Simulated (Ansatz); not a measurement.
Ge:

```
Ge
1.0
     0.00000    2.82891    2.82891
     2.82891    0.00000    2.82891
     2.82891    2.82891    0.00000
Ge
2
Direct
  0.75000 0.75000 0.75000
  0.50000 0.50000 0.50000
```

Base run:

| Item | Value |
| --- | --- |
| Program | Ansatz 0.2.0 |
| Functional | PBE |
| Potentials or basis | all-electron LAPW, scalar-relativistic |
| Cutoff | 316 eV (chosen from the basis error) |
| Basis error allowed | 0.001 eV/atom |
| k mesh | 8 × 8 × 8 |
| Occupations | gaussian, width 0.012 eV |
| Spin | no spin polarisation |

Its results: pressure 3.6 GPa.

Problem. The run is repeated on the same cell with these changes: functional from PBE to BLYP; occupations from gaussian, width 0.012 eV to fermi-dirac, width 0.05 eV. What comes out?

Solution. Pressure 7.4 GPa.
